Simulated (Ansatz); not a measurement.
# Copper, diamond under RPBE: from relaxation to bulk modulus, part 1 of 2

Aim: take copper in the diamond structure, relax it, solve it on a dense k-mesh, then scale the cell to 7 volumes from 88 to 112 % of the relaxed one and try a fit of the equation of state. Spin polarisation is left out. The k-meshes are 11×11×11 for the relaxation; 16×16×16 for the dense run; 11×11×11 for the volumes.

This is Cu in the diamond structure; at room conditions it is fcc.

Computed with Ansatz 0.2.0 (DFT RPBE, plane waves (420 eV) with PAW, scalar-relativistic; PAW files made under PBE, frozen cores solved again for the functional, unless a step says otherwise).

## 1. Starting point

It takes space group Fd-3m (No. 227, cubic). Conventional cell: a = 5.034 Å, b = 5.034 Å, c = 5.034 Å, α = 90.00°, β = 90.00°, γ = 90.00°. Cu (site symmetry -43m) has 4 Cu at 2.18 Å as nearest neighbours.

As a file:

```
CELL_PARAMETERS angstrom
0.00000 2.51687 2.51687
2.51687 0.00000 2.51687
2.51687 2.51687 0.00000
ATOMIC_POSITIONS crystal
Cu 0.12500 0.12500 0.12500
Cu 0.87500 0.87500 0.87500
```

## 2. Relaxation of the cell

Input file input.yaml:

```yaml
crystal:
  lattice:
    - [0.0, 2.5168736955, 2.5168736955]
    - [2.5168736955, 0.0, 2.5168736955]
    - [2.5168736955, 2.5168736955, 0.0]
  atoms:
    - { symbol: Cu, position: [0.125, 0.125, 0.125] }
    - { symbol: Cu, position: [0.875, 0.875, 0.875] }
hamiltonian:
  xc: rpbe
  pseudopotentials:
    kind: paw
    azcp:
      Cu: "pseudopotentials/Cu.paw.azcp"
basis:
  ecutwfc: 420
  fft_grid_basis: typed
kpoints:
  mp_grid: { grid: [11, 11, 11], shift: [0, 0, 0] }
magnetization:
  spin_polarized: false
scf:
  occupations: { method: fermi_dirac, width: 0.1 }
relax:
  max_steps: 60
  f_tol: 0.01
  cell: {}
```

Command:

```
$ ansatz run input.yaml --threads 2 --pin off --max-ram 5120MiB --backend cpu --events-out ev --progress --plain --runs-dir out
```

Output:

```text
Warning: RAYON_NUM_THREADS=2 ignored (pool sized by the plan → 2); use --threads N
Engine: ansatz 0.2.0, x86_64-unknown-linux-gnu
Pseudopotentials: kind: paw
Pseudopotential: Cu, paw, valence charge 19, recommended cutoff 420 eV (normal), <dir>
Functional definition: RPBE
  parameter kappa = 0.804
  parameter beta = 0.06672455060314922
  exchange = rpbe_x(kappa = kappa, mu = beta*pi^2/3)
  correlation = pbe_c(beta = beta)
Crystal: 2 atoms, lattice volume = 31.887 Å³
Basis set: ecut = 420 eV, 609 PW (Γ), exchange–correlation on 48×48×48 points (8 copies of the dense FFT grid, shifted against one another)
Bands: 23, of which v1, the nominal top of the filled ones, is band 19 counted from 1 (18 counted from 0)
Symmetry: 48 space group operations
Space group: Fd-3m (ITA 227), of the structure as read, at distance tolerance 3.2e-5 Å
k-points: 56 of 1331
Non-local potential: Cu, projectors of the file, l = 0: 3, l = 1: 2, l = 2: 3, l = 3: 1
PAW form: soft (Blöchl's): semilocal exchange-correlation on the pseudo side does not see the compensation charge
PAW frozen core: Cu, regenerated for the run's functional, and the local potential with it (the file was generated under x = pbe(κ = 0.804, μ = 0.2195149727645171), c = pbe(β = 0.06672455060314922))
PAW one-centre angular grid: Cu, 590 points (default); XC on 64 Gauss nodes
Initial density: superposition of atomic densities (neutral atoms: chi_scale 0, normalization atom), corrected by the library's trained network
Initial wavefunctions: pseudopotential atomic-orbital guess
Functional: x = rpbe, c = pbe(β = 0.06672455060314922)
SCF iter   1: F=—  HF=-13258.420917 eV  |F-HF|=—  |Δ(HF+E_count)|=         —  Δρ=1.17e-2  dr2=2.47e-2  ethr=1.77e-3  ⟨swp⟩=5.5  Hψ=4880  notcnv=0
preconditioner: auto → Kerker (q_TF=auto, 2.809 Å⁻¹)  [metal: Δε(μ)=0.066 eV  Ē_g=8.847 eV  σ=0.100 eV  W_gap=0.16  n_scr=14 (ndim 8)  ℏωp=30.8 eV  f_vac=0.061  D(μ)=0.76/eV (n_scr^D=0)]
SCF iter   2: F=—  HF=-13258.419536 eV  |F-HF|=—  |Δ(HF+E_count)|=   1.38e-3  Δρ=6.66e-3  dr2=6.29e-3  ethr=6.50e-5  ⟨swp⟩=2.0  Hψ=2545  notcnv=0
SCF iter   3: F=—  HF=-13258.416612 eV  |F-HF|=—  |Δ(HF+E_count)|=   2.92e-3  Δρ=1.61e-3  dr2=6.11e-4  ethr=1.66e-5  ⟨swp⟩=2.1  Hψ=1954  notcnv=0
SCF iter   4: F=—  HF=-13258.416559 eV  |F-HF|=—  |Δ(HF+E_count)|=   5.38e-5  Δρ=3.29e-4  dr2=1.02e-5  ethr=1.61e-6  ⟨swp⟩=2.1  Hψ=1740  notcnv=0
SCF iter   5: F=—  HF=-13258.416595 eV  |F-HF|=—  |Δ(HF+E_count)|=   3.63e-5  Δρ=1.76e-4  dr2=3.78e-6  ethr=2.68e-8  ⟨swp⟩=2.0  Hψ=2359  notcnv=0
SCF iter   6: F=—  HF=-13258.416599 eV  |F-HF|=—  |Δ(HF+E_count)|=   4.54e-6  Δρ=3.68e-5  dr2=2.64e-7  ethr=9.95e-9  ⟨swp⟩=2.0  Hψ=1906  notcnv=0
SCF iter   7: F=-13258.416600 eV  HF=-13258.416600 eV  |F-HF|=3.66e-8  |Δ(HF+E_count)|=   5.04e-7  Δρ=8.87e-6  dr2=2.47e-8  ethr=2.63e-10  ⟨swp⟩=4.0  Hψ=4290  notcnv=0
SCF 1 converged in 7 iterations: F = -13258.416600 eV  dr2 = 2.47e-8
relax step   1: F+E_penalty+E_count = -13258.41659992 eV  Δ(F+E_penalty+E_count) = +0.000e0 eV  max|allowed force component| = 9.252e-18 eV/Å  Δτ_max = 0.0000 Å  P = +19.355 GPa  Ω = 31.887 Å³  (7 SCF iters, dr2 threshold 1.00e-7 eV, accepted)
Crystal: 2 atoms, lattice volume = 34.906 Å³
Basis set: ecut = 420 eV, 701 PW (Γ), exchange–correlation on 48×48×48 points (8 copies of the dense FFT grid, shifted against one another)
Initial density: handed on by an earlier stage of this run
Initial wavefunctions: those handed on with the density
iter 1 solved again at ethr=3.15e-4 eV; its pass at ethr=3.10e-3 eV (dr2=1.20e-1 eV) is discarded
SCF iter   1: F=—  HF=-13258.703126 eV  |F-HF|=—  |Δ(HF+E_count)|=         —  Δρ=2.24e-2  dr2=1.21e-1  ethr=3.15e-4  ⟨swp⟩=1.0  Hψ=6459  notcnv=0
preconditioner: auto → Kerker (q_TF=auto, 2.767 Å⁻¹)  [metal: Δε(μ)=0.056 eV  Ē_g=8.458 eV  σ=0.100 eV  W_gap=0.14  n_scr=14 (ndim 8)  ℏωp=29.5 eV  f_vac=0.097  D(μ)=0.77/eV (n_scr^D=0)]
SCF iter   2: F=—  HF=-13258.690929 eV  |F-HF|=—  |Δ(HF+E_count)|=   1.22e-2  Δρ=1.25e-2  dr2=1.94e-2  ethr=3.15e-4  ⟨swp⟩=2.0  Hψ=2096  notcnv=0
SCF iter   3: F=—  HF=-13258.680472 eV  |F-HF|=—  |Δ(HF+E_count)|=   1.05e-2  Δρ=4.12e-3  dr2=6.64e-3  ethr=5.11e-5  ⟨swp⟩=2.1  Hψ=2492  notcnv=0
SCF iter   4: F=—  HF=-13258.679071 eV  |F-HF|=—  |Δ(HF+E_count)|=   1.40e-3  Δρ=1.43e-3  dr2=3.70e-4  ethr=1.75e-5  ⟨swp⟩=2.1  Hψ=1791  notcnv=0
SCF iter   5: F=—  HF=-13258.679540 eV  |F-HF|=—  |Δ(HF+E_count)|=   4.68e-4  Δρ=4.46e-4  dr2=6.75e-5  ethr=9.72e-7  ⟨swp⟩=2.0  Hψ=2147  notcnv=0
SCF iter   6: F=—  HF=-13258.679513 eV  |F-HF|=—  |Δ(HF+E_count)|=   2.62e-5  Δρ=2.21e-4  dr2=2.08e-5  ethr=1.78e-7  ⟨swp⟩=2.0  Hψ=2203  notcnv=0
SCF iter   7: F=—  HF=-13258.679513 eV  |F-HF|=—  |Δ(HF+E_count)|=   1.95e-7  Δρ=3.18e-5  dr2=3.83e-7  ethr=5.49e-8  ⟨swp⟩=2.5  Hψ=1765  notcnv=0
SCF iter   8: F=-13258.679514 eV  HF=-13258.679514 eV  |F-HF|=1.24e-8  |Δ(HF+E_count)|=   5.73e-7  Δρ=1.15e-5  dr2=3.10e-8  ethr=5.26e-10  ⟨swp⟩=4.0  Hψ=4359  notcnv=0
SCF 2 converged in 8 iterations: F = -13258.679514 eV  dr2 = 3.10e-8
relax step   2: F+E_penalty+E_count = -13258.67951378 eV  Δ(F+E_penalty+E_count) = -2.629e-1 eV  max|allowed force component| = 1.411e-16 eV/Å  Δτ_max = 0.0000 Å  P = +9.484 GPa  Ω = 34.906 Å³  energy of the carried Pulay correction = -1.683e-3 eV  (8 SCF iters, dr2 threshold 2.00e-7 eV, accepted)
Crystal: 2 atoms, lattice volume = 38.393 Å³
Basis set: ecut = 420 eV, 749 PW (Γ), exchange–correlation on 48×48×48 points (8 copies of the dense FFT grid, shifted against one another)
iter 1 solved again at ethr=3.97e-4 eV; its pass at ethr=3.10e-3 eV (dr2=1.51e-1 eV) is discarded
SCF iter   1: F=—  HF=-13258.830100 eV  |F-HF|=—  |Δ(HF+E_count)|=         —  Δρ=2.44e-2  dr2=1.57e-1  ethr=3.97e-4  ⟨swp⟩=1.1  Hψ=6589  notcnv=0
preconditioner: auto → Kerker (q_TF=auto, 2.724 Å⁻¹)  [metal: Δε(μ)=0.066 eV  Ē_g=7.920 eV  σ=0.100 eV  W_gap=0.16  n_scr=14 (ndim 8)  ℏωp=28.1 eV  f_vac=0.140  D(μ)=0.79/eV (n_scr^D=0)]
SCF iter   2: F=—  HF=-13258.817119 eV  |F-HF|=—  |Δ(HF+E_count)|=   1.30e-2  Δρ=1.46e-2  dr2=3.08e-2  ethr=3.97e-4  ⟨swp⟩=2.5  Hψ=2302  notcnv=0
SCF iter   3: F=—  HF=-13258.801869 eV  |F-HF|=—  |Δ(HF+E_count)|=   1.53e-2  Δρ=4.63e-3  dr2=9.04e-3  ethr=8.10e-5  ⟨swp⟩=2.6  Hψ=2731  notcnv=0
SCF iter   4: F=—  HF=-13258.799511 eV  |F-HF|=—  |Δ(HF+E_count)|=   2.36e-3  Δρ=1.28e-3  dr2=3.94e-4  ethr=2.38e-5  ⟨swp⟩=2.1  Hψ=1748  notcnv=0
SCF iter   5: F=—  HF=-13258.800078 eV  |F-HF|=—  |Δ(HF+E_count)|=   5.66e-4  Δρ=4.53e-4  dr2=7.34e-5  ethr=1.04e-6  ⟨swp⟩=2.0  Hψ=2078  notcnv=0
SCF iter   6: F=—  HF=-13258.800007 eV  |F-HF|=—  |Δ(HF+E_count)|=   7.02e-5  Δρ=2.55e-4  dr2=3.34e-5  ethr=1.93e-7  ⟨swp⟩=2.0  Hψ=2282  notcnv=0
SCF iter   7: F=—  HF=-13258.800007 eV  |F-HF|=—  |Δ(HF+E_count)|=   6.83e-7  Δρ=3.40e-5  dr2=4.83e-7  ethr=8.80e-8  ⟨swp⟩=2.3  Hψ=1811  notcnv=0
SCF iter   8: F=-13258.800008 eV  HF=-13258.800008 eV  |F-HF|=3.65e-8  |Δ(HF+E_count)|=   8.98e-7  Δρ=1.06e-5  dr2=3.07e-8  ethr=5.26e-10  ⟨swp⟩=4.6  Hψ=4719  notcnv=0
SCF 3 converged in 8 iterations: F = -13258.800008 eV  dr2 = 3.07e-8
relax step   3: F+E_penalty+E_count = -13258.80000758 eV  Δ(F+E_penalty+E_count) = -1.205e-1 eV  max|allowed force component| = 7.170e-17 eV/Å  Δτ_max = 0.0000 Å  P = +2.277 GPa  Ω = 38.393 Å³  energy of the carried Pulay correction = -3.449e-3 eV  (8 SCF iters, dr2 threshold 2.00e-7 eV, accepted)
[... 10 lines left out ...]
relax step   4: F+E_penalty+E_count = -13258.80933853 eV  Δ(F+E_penalty+E_count) = -9.331e-3 eV  max|allowed force component| = 6.014e-17 eV/Å  Δτ_max = 0.0000 Å  P = +0.301 GPa  Ω = 39.643 Å³  energy of the carried Pulay correction = -4.040e-3 eV  (6 SCF iters, dr2 threshold 2.00e-7 eV, accepted)
[... 9 lines left out ...]
relax step   5: F+E_penalty+E_count = -13258.80943633 eV  Δ(F+E_penalty+E_count) = -9.781e-5 eV  max|allowed force component| = 6.939e-17 eV/Å  Δτ_max = 0.0000 Å  P = +0.007 GPa  Ω = 39.841 Å³  energy of the carried Pulay correction = -4.132e-3 eV  (5 SCF iters, dr2 threshold 2.00e-7 eV, accepted)
[... 15 lines left out ...]
relax step   6: F+E_penalty+E_count = -13258.81875230 eV  Δ(F+E_penalty+E_count) = -9.316e-3 eV  max|allowed force component| = 7.748e-17 eV/Å  Δτ_max = 0.0000 Å  P = +0.594 GPa  Ω = 39.841 Å³  stress off target by 5.94e-1 GPa  SCF on the basis re-selected at this cell (its energy is not comparable with the rows above)  (10 SCF iters)
[... 11 lines left out ...]
relax step   7: F+E_penalty+E_count = -13258.81945095 eV  Δ(F+E_penalty+E_count) = -6.986e-4 eV  max|allowed force component| = 7.748e-17 eV/Å  Δτ_max = 0.0000 Å  P = +0.138 GPa  Ω = 40.243 Å³  energy of the carried Pulay correction = -2.150e-4 eV  (6 SCF iters, dr2 threshold 2.00e-7 eV, accepted)
[... 9 lines left out ...]
relax step   8: F+E_penalty+E_count = -13258.81944074 eV  Δ(F+E_penalty+E_count) = +1.021e-5 eV  max|allowed force component| = 7.286e-17 eV/Å  Δτ_max = 0.0000 Å  P = +0.013 GPa  Ω = 40.359 Å³  energy of the carried Pulay correction = -2.794e-4 eV  (5 SCF iters, dr2 threshold 4.78e-8 eV, accepted)
iter 1 solved again at ethr=2.02e-8 eV; its pass at ethr=3.10e-3 eV (dr2=7.69e-6 eV) is discarded
SCF iter   1: F=—  HF=-13258.818605 eV  |F-HF|=—  |Δ(HF+E_count)|=         —  Δρ=3.29e-4  dr2=1.18e-6  ethr=2.02e-8  ⟨swp⟩=3.2  Hψ=8774  notcnv=0
preconditioner: auto → none  [metal: Δε(μ)=0.058 eV  Ē_g=7.478 eV  σ=0.100 eV  W_gap=0.14  n_scr=14 (ndim 8)  ℏωp=27.4 eV  f_vac=0.161  D(μ)=0.85/eV (n_scr^D=0)]
SCF iter   2: F=—  HF=-13258.819423 eV  |F-HF|=—  |Δ(HF+E_count)|=   8.18e-4  Δρ=1.65e-4  dr2=3.10e-7  ethr=3.11e-9  ⟨swp⟩=2.0  Hψ=1867  notcnv=0
SCF iter   3: F=—  HF=-13258.819664 eV  |F-HF|=—  |Δ(HF+E_count)|=   2.41e-4  Δρ=8.09e-5  dr2=8.42e-7  ethr=8.15e-10  ⟨swp⟩=2.0  Hψ=2214  notcnv=0  recentre
SCF iter   4: F=—  HF=-13258.819686 eV  |F-HF|=—  |Δ(HF+E_count)|=   2.14e-5  Δρ=2.91e-5  dr2=2.76e-8  ethr=8.15e-10  ⟨swp⟩=2.0  Hψ=1905  notcnv=0
SCF iter   5: F=—  HF=-13258.819694 eV  |F-HF|=—  |Δ(HF+E_count)|=   8.03e-6  Δρ=1.73e-6  dr2=3.76e-10  ethr=7.27e-11  ⟨swp⟩=2.0  Hψ=1785  notcnv=0
SCF iter   6: F=—  HF=-13258.819694 eV  |F-HF|=—  |Δ(HF+E_count)|=   2.44e-8  Δρ=8.89e-7  dr2=2.40e-10  ethr=1.00e-12  ⟨swp⟩=2.0  Hψ=1923  notcnv=0
SCF iter   7: F=—  HF=-13258.819694 eV  |F-HF|=—  |Δ(HF+E_count)|=  3.55e-10  Δρ=2.72e-7  dr2=2.43e-11  ethr=1.00e-12  ⟨swp⟩=1.0  Hψ=1288  notcnv=0
SCF iter   8: F=-13258.819694 eV  HF=-13258.819694 eV  |F-HF|=1.82e-12  |Δ(HF+E_count)|=  2.91e-11  Δρ=3.32e-8  dr2=4.22e-13  ethr=1.00e-12  ⟨swp⟩=5.0  Hψ=5313  notcnv=0
SCF 9 converged in 8 iterations: F = -13258.819694 eV  dr2 = 4.22e-13
relax step   9: F+E_penalty+E_count = -13258.81969392 eV  Δ(F+E_penalty+E_count) = -2.532e-4 eV  max|allowed force component| = 6.361e-17 eV/Å  Δτ_max = 0.0000 Å  P = -0.004 GPa  Ω = 40.359 Å³  stress off target by 3.50e-3 GPa  SCF on the basis re-selected at this cell (its energy is not comparable with the rows above)  (8 SCF iters)
basis re-selected at this cell: Δ(F+E_penalty+E_count) = -2.532e-4 eV, ΔP = -0.016 GPa vs the last step (what re-selecting the basis moved, of the pressure what is left beyond the Pulay correction that the steps carried, after the strain that the cell walked since its last selection, with what the two solves' SCF thresholds leave and, on support functions, any second-order correction that the steps lacked; it is no measure of the basis error at this ecutwfc). This SCF's stress stands 3.50e-3 GPa from its target on what of the cell is left free (relax.cell.stress_tol is 5.00e-2 GPa) and its largest allowed force component is 6.36e-17 eV/Å (relax.f_tol is 1.00e-2 eV/Å): within both
SCF converged after 8 iterations
Free energy (F): -13258.819694 eV
Harris-Foulkes:  -13258.819694 eV  (|F-HF|=1.82e-12)
Internal energy: -13258.792457 eV  (E = F + TS)
E sigma→0 (E₀):  -13258.806075 eV
Entropy (-TS):   -0.027237 eV (-13.619 meV/atom)
Fermi energy:    7.920984 eV
--- Per-component energies (eV) ---
  E_band       = -1028.294897
  E_kinetic    = 598.016464
  E_local      = -10694.187652  (includes V_loc(G=0)·N_el)
  E_nonlocal   = 788.873710
  E_hartree    = 4712.141594
  E_xc         = -175.027533
  E_vxc        = -224.974338  (∫ρ·V_xc dr)
  E_paw        = -3345.825432  (= ΣΔE_a)
  E_vpaw       = -920.306758  (= ΣTr[D̂ρ^β])
  E_aug_tail   = 0.000575  (compensation charges beyond the density's cutoff)
  E_ewald      = -5142.699660
  E_core_change = -0.084522  (= ΣΔE_core)
  E_smearing   = -0.027237  (= −TS)
  E_closure    = -0.000000  (closes the sum)
  Σ components = -13258.819694   (vs F -13258.819694, Δ=0.00e0)
--- Forces (eV/Å), atoms counted from 1 ---
  atom   1  Cu     0.00000000     0.00000000     0.00000000
  atom   2  Cu    -0.00000000    -0.00000000    -0.00000000
  max |Σ_I F_I| component: 2.78e-17 eV/Å
--- Stress (GPa, compression-positive) ---
       -0.003505       0.000000       0.000000
        0.000000      -0.003505       0.000000
        0.000000       0.000000      -0.003505
  P = ⅓ Tr σ = -0.0035 GPa (-0.035 kbar)
--- Relaxed structure (7 steps of the walk, 7 accepted, 2 SCFs on fresh bases) ---
  F+E_penalty+E_count = -13258.81969392 eV   max|allowed force component| = 6.361e-17 eV/Å   (the final SCF, on the basis selected at the relaxed cell)
  cell:  # Å, volume = 40.3586 Å³
    - [4.9329570507627164e-33, 2.722504072868235, 2.722504072868235]
    - [2.722504072868235, 5.1686180044527896e-33, 2.722504072868235]
    - [2.722504072868235, 2.722504072868235, 2.222856049350701e-33]
  atoms:
    - { symbol: Cu, position: [0.125, 0.125, 0.125] }
    - { symbol: Cu, position: [0.8749999999999999, 0.8749999999999999, 0.8749999999999999] }
```

Run time: 10 s. Hardware: 2 threads of Intel Xeon Platinum 8375C at 2.90GHz (Ice Lake), shared host; peak memory 0.42 GiB.

Step by step:

| step | energy change (meV/atom) | largest force (eV/Å) | pressure (GPa) | volume (Å³/atom) |
| --- | --- | --- | --- | --- |
| 1 | 0.00 | 0.0000 | 19.36 | 15.944 |
| 2 | -131.46 | 0.0000 | 9.48 | 17.453 |
| 3 | -191.70 | 0.0000 | 2.28 | 19.197 |
| 4 | -196.37 | 0.0000 | 0.30 | 19.822 |
| 5 | -196.42 | 0.0000 | 0.01 | 19.921 |
| 6 | -201.08 | 0.0000 | 0.59 | 19.921 |
| 7 | -201.43 | 0.0000 | 0.14 | 20.122 |
| 8 | -201.42 | 0.0000 | 0.01 | 20.179 |
| 9 | -201.55 | 0.0000 | 0.00 | 20.179 |

Steps that repeat a cell are solved on a basis chosen anew, so their changes of energy are no gain of the relaxation.

Changes in the cell that was computed:

|  | before | after | change |
| --- | --- | --- | --- |
| a (Å) | 3.559 | 3.850 | +8.2 % |
| b (Å) | 3.559 | 3.850 | +8.2 % |
| c (Å) | 3.559 | 3.850 | +8.2 % |
| volume (Å³/atom) | 15.944 | 20.179 | +26.6 % |
| shortest distance (Å) | 2.180 | 2.358 | +8.2 % |
| space group (spins left aside) | Fd-3m | Fd-3m | same |

## 3. Dense single point

Input file input.yaml:

```yaml
crystal:
  lattice:
    - [0.0, 2.7225040729, 2.7225040729]
    - [2.7225040729, 0.0, 2.7225040729]
    - [2.7225040729, 2.7225040729, 0.0]
  atoms:
    - { symbol: Cu, position: [0.125, 0.125, 0.125] }
    - { symbol: Cu, position: [0.875, 0.875, 0.875] }
hamiltonian:
  xc: rpbe
  pseudopotentials:
    kind: paw
    azcp:
      Cu: "pseudopotentials/Cu.paw.azcp"
basis:
  ecutwfc: 420
  fft_grid_basis: typed
kpoints:
  mp_grid: { grid: [16, 16, 16], shift: [0, 0, 0] }
magnetization:
  spin_polarized: false
scf:
  occupations: { method: fermi_dirac, width: 0.1 }
output:
  write_density: true
  write_potential: true
  elf: true
  volumetric_format: npy
```

Command:

```
$ ansatz run input.yaml --threads 2 --pin off --max-ram 5120MiB --backend cpu --events-out ev --progress --plain --runs-dir out
```

Output (excerpt; [...] marks lines left out):

```text
Warning: RAYON_NUM_THREADS=2 ignored (pool sized by the plan → 2); use --threads N
[...]
[... 3 set-up lines as earlier in the session ...]
[...]
Crystal: 2 atoms, lattice volume = 40.359 Å³
Basis set: ecut = 420 eV, 749 PW (Γ)
Bands: 23, of which v1, the nominal top of the filled ones, is band 19 counted from 1 (18 counted from 0)
[... 1 set-up line as earlier in the session ...]
Space group: Fd-3m (ITA 227), of the structure as read, at distance tolerance 3.4e-5 Å
k-points: 145 of 4096
[...]
SCF iter   1: F=—  HF=-13258.827308 eV  |F-HF|=—  |Δ(HF+E_count)|=         —  Δρ=1.34e-2  dr2=4.47e-2  ethr=1.77e-3  ⟨swp⟩=5.3  Hψ=12613  notcnv=0
[...]
SCF iter   6: F=-13258.819264 eV  HF=-13258.819264 eV  |F-HF|=1.10e-8  |Δ(HF+E_count)|=   1.25e-6  Δρ=1.06e-5  dr2=4.74e-8  ethr=2.63e-10  ⟨swp⟩=4.2  Hψ=11504  notcnv=0
[...]
SCF converged after 6 iterations
Free energy (F): -13258.819264 eV
[...]
E sigma→0 (E₀):  -13258.805916 eV
Entropy (-TS):   -0.026696 eV (-13.348 meV/atom)
Fermi energy:    7.923458 eV
[...]
--- Band table (eV; the first three rows and the last of 145) ---
  k-point 0: bands = ["-104.1333", "-104.1051", "-61.4684", "-61.4684", "-61.4684", "-61.3927", "-61.3927", "-61.3927", "1.9130", "5.1369", "5.1369", "5.1369", "5.1634", "5.1634", "6.1637", "6.1637", "6.1637", "6.7508", "6.7508", "17.2933", "17.2933", "17.2933", "18.2534"]
[...]
```

It took 2.9 s on 2 threads of Intel Xeon Platinum 8375C at 2.90GHz (Ice Lake), shared host; peak memory 0.44 GiB.

Axes a, b and c in the maps are those of this run's conventional cell (a, b, c = 5.445, 5.445, 5.445 Å).

Density in a lattice plane of the grid's cell (edges 5.45 and 5.45 Å, at 0.125 of the third edge), which holds Cu.

Ten even steps from ' ' (0.03 e/Å³) to '@' (47.48 e/Å³):
```
                                                
                                                
                                                
                                                
                                                
                            ::--::              
                          ::**@@**::            
                          ::**@@**::            
                            ::--::              
                                                
                                                
                                                
                                                
                                                
                                                
    ::--::                                      
  ::**@@**::                                    
  ::**@@**::                                    
    ::--::                                      
                                                
```
Columns run along the first of these edges and rows up along the second, over one cell in 24 and 20 even steps from the bottom left corner. Atoms in the plane (fractional): Cu at (0.12, 0.12), Cu at (0.62, 0.62).

ELF in the same plane.

Values, 12 rows by 12 columns:
```
0.22 0.18 0.18 0.22 0.21 0.19 0.19 0.18 0.18 0.19 0.19 0.21
0.19 0.18 0.18 0.19 0.19 0.21 0.22 0.18 0.18 0.22 0.21 0.19
0.13 0.10 0.10 0.13 0.19 0.22 0.17 0.21 0.21 0.17 0.22 0.19
0.10 0.06 0.06 0.10 0.18 0.18 0.21 0.60 0.61 0.21 0.18 0.18
0.10 0.06 0.06 0.10 0.18 0.18 0.21 0.61 0.60 0.21 0.18 0.18
0.13 0.10 0.10 0.13 0.19 0.22 0.17 0.21 0.21 0.17 0.22 0.19
0.19 0.18 0.18 0.19 0.19 0.21 0.22 0.18 0.18 0.22 0.21 0.19
0.22 0.18 0.18 0.22 0.21 0.19 0.19 0.18 0.18 0.19 0.19 0.21
0.17 0.21 0.21 0.17 0.22 0.19 0.13 0.10 0.10 0.13 0.19 0.22
0.21 0.60 0.61 0.21 0.18 0.18 0.10 0.06 0.06 0.10 0.18 0.18
0.21 0.61 0.60 0.21 0.18 0.18 0.10 0.06 0.06 0.10 0.18 0.18
0.17 0.21 0.21 0.17 0.22 0.19 0.13 0.10 0.10 0.13 0.19 0.22
```
Columns run along the first of these edges and rows up along the second, over one cell in 12 and 12 even steps from the bottom left corner. Atoms in the plane (fractional): Cu at (0.12, 0.12), Cu at (0.62, 0.62).

Both are smooth fields of the valence electrons: close to the nuclei they are not physical.

(Continued in part 2 of 2.)
